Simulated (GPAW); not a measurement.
Runs of GPAW 26.7.0 on GaAs. The structure is cubic, space group F-43m (No. 216). Conventional cell: a = 5.654 Å, b = 5.654 Å, c = 5.654 Å, α = 90.00°, β = 90.00°, γ = 90.00°. As (site symmetry -43m) is surrounded by 4 Ga at 2.45 Å. Ga (site symmetry -43m) has 4 As at 2.45 Å as nearest neighbours. 

```csv
task,level,potentials or basis,spin,cell,optimizer,fmax,max steps,target pressure,convergence,gap on the mesh (eV),pressure (GPa)
relaxation of cell and atoms,PBEsol,"PAW data sets generated in the run's folder for this functional, pw",off,relaxed to 10 GPa,BFGS,0.02 eV/Å,60,10 GPa,density=1e-05 forces=0.0001,1.17,9.9
band structure,BEEF-vdW,"GPAW PAW data sets (gpaw-data 1.2.1), pw","SOC, no magnetisation",as given,-,-,-,-,-,(b),-
relaxation of cell and atoms,PBEsol,"PAW data sets generated in the run's folder for this functional, pw",off,relaxed to 30 GPa,BFGS,0.02 eV/Å,60,30 GPa,density=1e-05 forces=0.0001,0.84,30.0
relaxation of cell and atoms,PBEsol,"PAW data sets generated in the run's folder for this functional, pw",off,relaxed to 2 GPa,BFGS,0.02 eV/Å,60,2 GPa,density=1e-05 forces=0.0001,(a),2.0
relaxation of cell and atoms,PBEsol,"PAW data sets generated in the run's folder for this functional, pw",off,relaxed to 5 GPa,BFGS,0.02 eV/Å,60,5 GPa,density=1e-05 forces=0.0001,0.85,5.0
```

Alike in all rows: k mesh 8 × 8 × 8; cutoff (eV) 600; smearing fermi-dirac 0.05 eV.

Problem. Fill in the values left out.

Solution. (a) 0.58; (b) 0.51.

Caveats: later steps reuse the first step's grids (some runs); spin-orbit coupling was added after a scalar SCF, so levels and gaps hold it while energy, forces, pressure and moments don't (some runs); this program's spin-orbit splittings come out too wide for heavy elements (some runs); the PAW data sets were made with another functional, which shifts forces and pressure a little (some runs).

A k mesh can miss the band edges, and rows without SOC leave out spin-orbit coupling on As, Ga.

Runs at the PBE level aren't shown here.
